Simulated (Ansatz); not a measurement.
Here is an Ansatz 0.2.0 calculation.

The input input.yaml:

```yaml
crystal:
  lattice:
    - [0.0, 2.365, 2.365]
    - [2.365, 0.0, 2.365]
    - [2.365, 2.365, 0.0]
  atoms:
    - { symbol: Zr, position: [0.5, 0.5, 0.5] }
    - { symbol: C, position: [0.0, 0.0, 0.0] }
hamiltonian:
  xc: revpbe
  pseudopotentials: { kind: paw }
  dispersion: d3bj
kpoints:
  mp_grid: { grid: [10, 10, 10] }
scf:
  occupations: { method: fermi_dirac, width: 0.05 }
output:
  forces: true
  stress: true
relax:
  f_tol: 0.01
  max_steps: 40
  cell: { stress_tol: 0.05 }
```

Potentials or basis: Ansatz PAW.

Command:

```console
$ ansatz run input.yaml --threads 2 --pin off --max-ram 5632MiB --backend cpu --events-out ev --progress --plain --runs-dir out
```

Problem. Predict the relaxed volume.

Solution. 12.63 Å³/atom.

Problem. What does it give for the relaxed cell?

Solution. a = 3.293 Å, b = 3.293 Å, c = 3.293 Å, α = 60.00°, β = 60.00°, γ = 60.00°.

Problem. Estimate the space group after relaxing (to 0.05 Å).

Solution. Fm-3m (No. 225).

Final structure:
```yaml
crystal:
  lattice:
    - [0.00000, 2.32871, 2.32871]
    - [2.32871, 0.00000, 2.32871]
    - [2.32871, 2.32871, 0.00000]
  atoms:
    - { symbol: Zr, position: [0.50000, 0.50000, 0.50000] }
    - { symbol: C, position: [0.00000, 0.00000, 0.00000] }
```

Caveat: the PAW data sets come from PBE, with cores solved anew for the run's functional, which leaves a small shift of forces and pressure.
